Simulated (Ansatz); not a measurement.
Level of theory: DFT PBE, scalar-relativistic, plane waves, PAW in Ansatz. Settings: cutoff 420 eV, Γ-centred meshes spaced at most about 0.3 Å⁻¹, and about 0.25 Å⁻¹ or finer for metals (2π included), Gaussian smearing. No spin polarisation.

All energies are static (0 K, no zero-point motion).

Compare these two cells of Li₄Cl, each relaxed at this level.

A.

```yaml
crystal:
  lattice:
    - [-1.74502, 1.74502, 8.38586]
    - [1.74502, -1.74502, 8.38586]
    - [1.74502, 1.74502, -8.38586]
  atoms:
    - { symbol: Li, position: [0.75000, 0.25000, 0.50000] }
    - { symbol: Li, position: [0.25000, 0.75000, 0.50000] }
    - { symbol: Li, position: [0.41049, 0.41049, 0.00000] }
    - { symbol: Li, position: [0.58951, 0.58951, 0.00000] }
    - { symbol: Cl, position: [0.00000, 0.00000, 0.00000] }
```

B.

```yaml
crystal:
  lattice:
    - [6.00762, 0.00000, 0.00000]
    - [-3.00381, 5.20275, 0.00000]
    - [0.00000, 0.00000, 4.38884]
  atoms:
    - { symbol: Li, position: [0.58862, 0.00000, 0.00000] }
    - { symbol: Li, position: [0.00000, 0.58862, 0.00000] }
    - { symbol: Li, position: [0.41137, 0.41137, 0.00000] }
    - { symbol: Li, position: [0.00000, 0.00000, 0.50000] }
    - { symbol: Cl, position: [0.00000, 0.00000, 0.00000] }
```

Question: Which would you expect to be lower, and how large is the difference?

Answer: A is lower, by 85 meV/atom. A has space group I4/mmm (No. 139), 20.4 Å³/atom and no gap on its mesh; B has space group P-62m (No. 189), 27.4 Å³/atom and no gap. Counting Li atoms around Cl (those within 1.25 times the shortest such distance or 1.15 times the sum of covalent radii; a plus sign parts nearer from farther groups; the shortest distance is added where it is long for a bond), A has Cl 8 from 2.9 Å and B has Cl 2+3. The denser one is the lower, and pressure would at first widen the difference. In A, Li on a site of symmetry -4m2 is surrounded by 4 Li at 2.47 Å and 4 Li at 3.21 Å; Li on a site of symmetry 4mm has 4 Cl at 2.89 Å, 1 Li at 3.00 Å, 4 Li at 3.21 Å and 4 Li at 3.49 Å; Cl has 8 Li at 2.89 Å and 4 Cl at 3.49 Å. In B, Li on a site of symmetry m2m has 1 Cl at 2.47 Å; Li on a site of symmetry -62m is surrounded by 2 Cl at 2.19 Å; Cl has 2 Li at 2.19 Å and 3 Li at 2.47 Å. Both come from invented guesses.

Cells relaxed within their symmetry can be saddle points.
